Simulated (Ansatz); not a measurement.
Consider CaF₂ in the fluorite structure (space group Fm-3m, No. 225; a = 5.439 Å). Axes: x, y, z lie along the cube axes.

All numbers come from r2SCAN (Ansatz, an electronic-structure program, PAW, no spin-orbit coupling).

Strains are applied to the cell and any free atomic positions relax; under biaxial strain the out-of-plane vector relaxes too.

One change was made to it. Results:

The band gap shrinks by 0.29 eV to 7.74 eV; the smallest direct gap shrinks by 0.33 eV to 7.96 eV.

Q: Name the change that was made.
A) biaxial strain +4.95 %, plane normal [001], relaxed out of plane
B) uniaxial strain ε_xx = −4.70 %
C) strain tensor (xx, yy, zz, yz, xz, xy) = (−1.62, +1.76, +2.10, −0.31, −1.29, −0.17) %

A: C, strain tensor (xx, yy, zz, yz, xz, xy) = (−1.62, +1.76, +2.10, −0.31, −1.29, −0.17) %. For comparison, the band gap in the other runs: uniaxial strain ε_xx = −4.70 % gives 8.06 eV; biaxial strain +4.95 %, plane normal [001], relaxed out of plane gives 7.23 eV.

Whether these cells are dynamically stable was not tested.
